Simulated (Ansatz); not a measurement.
The system is RbBr.

```xyz
2
Lattice="0.0000 3.4270 3.4270 3.4270 0.0000 3.4270 3.4270 3.4270 0.0000" Properties=species:S:1:pos:R:3 pbc="T T T"
Rb    0.0000    0.0000    0.0000
Br    3.4270    3.4270    3.4270
```

| Item | Value |
| --- | --- |
| Program | Ansatz 0.2.0 |
| Task | single point |
| Functional | PBE |
| Potentials or basis | all-electron LAPW, scalar-relativistic |
| Cutoff | 119 eV (chosen from the basis error) |
| Basis error allowed | 0.001 eV/atom |
| k mesh | 7 × 7 × 7 |
| Occupations | fermi-dirac, width 0.05 eV |
| Spin | no spin polarisation |

On this cell: pressure 1.0 GPa; largest force zero by symmetry; band gap on the k mesh 4.36 eV, direct.

The same run follows on a disturbed copy (atoms moved at random, drawn with an rms of 0.05 Å):

```
CELL_PARAMETERS angstrom
0.00000 3.42700 3.42700
3.42700 0.00000 3.42700
3.42700 3.42700 0.00000
ATOMIC_POSITIONS crystal
Rb 0.99680 0.00037 0.00213
Br 0.50154 0.50308 0.49052
```

**Question.** What changes?

**Answer.** The energy moves by +0.7 meV/atom; pressure 1.0 GPa; largest force 0.058 eV/Å; band gap on the k mesh 4.37 eV, direct.

Forces on the atoms (eV/Å):
```
Rb  -0.038 -0.029  0.032
Br   0.038  0.029 -0.032
```

Caveats: an odd mesh through Γ misses points on the zone boundary, where band edges often lie.
